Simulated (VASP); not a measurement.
A run of VASP 6.6.1:

Contents of run.py:

```python
from ase.calculators.vasp import Vasp
from ase.dft.dos import DOS
from ase.io import read

atoms = read('Na.xyz')
calc = Vasp(
    directory='calc',
    xc='rscan',
    pp='PBE',
    setups='minimal',
    prec='Accurate',
    encut=500,
    ediff=1e-06,
    ismear=0,
    sigma=0.1,
    lreal=False,
    lasph=True,
    nelm=100,
    algo='Normal',
    isif=2,
    lwave=False,
    lcharg=False,
    lmixtau=True,
    ivdw=13,
    vdw_s6=1.0,
    vdw_s8=0.87728975,
    vdw_a1=0.49116966,
    vdw_a2=5.75859346,
    lorbit=10,
    kpts=[8, 8, 3],
    gamma=True,
    nbands=10,
)
atoms.calc = calc

print('energy (eV):', atoms.get_potential_energy())
print('free energy (eV):', atoms.get_potential_energy(force_consistent=True))
print('forces (eV/A):')
print(atoms.get_forces())
print('stress (eV/A^3, Voigt):', atoms.get_stress())
print('Fermi level (eV):', calc.get_fermi_level())
dos = DOS(calc, width=0.05, window=(-10, 10), npts=301)
print('E - E_F (eV), DOS (1/eV)')
for e, g in zip(dos.get_energies(), dos.get_dos()):
    print(f'{e:8.3f} {g:10.4f}')
```

Contents of Na.xyz:

```xyz
4
Lattice="3.7563480000 0.0438660000 0.0515540000 -1.8401850000 3.1579300000 -0.0279050000 0.1746700000 -0.0083250000 12.4508520000" Properties=species:S:1:pos:R:3 pbc="T T T"
Na     2.0218395002      1.0756435832      9.3632066667
Na     0.0873350000     -0.0041625000      6.2254260000
Na     0.0689934998      2.1178274168      3.1112943333
Na     0.0000000000      0.0000000000      0.0000000000
```

Potentials or basis: VASP PAW PBE potentials, release 64 (Na).

The run is started by

```console
$ python run.py
```

Hardware: 1 thread of AMD EPYC 7R13 Processor (Zen 3), with other jobs on the host.

Estimate the wall time of this run.

It took 7.9 min on 1 thread of AMD EPYC 7R13 Processor (Zen 3), on a shared host, peak memory 0.3 GiB. Counts: scf iterations 14, k points 98.
